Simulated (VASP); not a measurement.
Set up this calculation in VASP 6.6.1, as the native input.

- Task: single point
- Functional: PBE
- Potentials or basis: VASP PAW PBE potentials, release 64 (Se, Li_sv)
- Cutoff: 520 eV
- k mesh: 8 × 8 × 8
- Occupations: gaussian, width 0.013 eV
- Spin: no spin polarisation
- Further INCAR settings: ALGO = Fast; EDIFF = 1e-07; NBANDS = 13

The structure of Li2Se lies in POSCAR:

```
Li2Se
1.0
    0.0000000000      3.0025000000      3.0025000000
    3.0025000000      0.0000000000      3.0025000000
    3.0025000000      3.0025000000      0.0000000000
Se Li
1 2
Direct
    0.0000000000      0.0000000000      0.0000000000
    0.7500000000      0.7500000000      0.7500000000
    0.2500000000      0.2500000000      0.2500000000
```

These files were run (other wordings do the same):

INCAR

```
SYSTEM = Li2Se
PREC = Accurate
ENCUT = 520
EDIFF = 1E-7
ISMEAR = 0
SIGMA = 0.013000000000000001
LREAL = .False.
LASPH = .True.
NELM = 100
ALGO = Fast
ISIF = 2
LWAVE = .False.
LCHARG = .False.
GGA = PE
NBANDS = 13
```

KPOINTS

```
Automatic mesh
0
Gamma
  8 8 8
  0 0 0
```

Potentials or basis: VASP PAW PBE potentials, release 64 (Se, Li_sv).

Run with:

```bash
$ cat potpaw_PBE.64/Se/POTCAR potpaw_PBE.64/Li_sv/POTCAR > POTCAR
$ mpirun -np 1 vasp_std > vasp.out
```

Results of the run:

```
Band gap on the k mesh : 2.97 eV, indirect (least direct gap 3.39 eV)
```

It took 20 s on 1 thread of AMD EPYC 9R45 (Zen 5), with other jobs on the host, peak memory 0.14 GiB.
